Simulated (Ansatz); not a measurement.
Consider KBr in the rock salt structure (space group Fm-3m, No. 225; a = 6.705 Å). Axes: x, y, z lie along the cube axes.

Level of theory: Kohn–Sham DFT with the PBE functional, run in Ansatz (an electronic-structure program) with PAW and 420 eV plane waves, scalar-relativistic without spin-orbit coupling.

Perturbation: an isotropic linear strain of +2.00 %, atoms relaxed at fixed cell.

Problem. Predict the stress tensor and what it implies for the stiffness.

Solution. Stress of the strained cell less that of the base (GPa, compression positive):
```
  -0.69    0.00    0.00
   0.00   -0.69    0.00
   0.00    0.00   -0.69
```

Then B = −ΔP/(ΔV/V₀) with ΔV/V₀ = 0.0612 gives secant stiffness values (nonlinear terms included at this strain): B ≈ 11 GPa.

As a check, the harmonic strain energy −½ V₀ Δσ:ε is 4.9 meV/atom; the computed energy rise is 5.3 meV/atom.

No phonon test of stability was made.
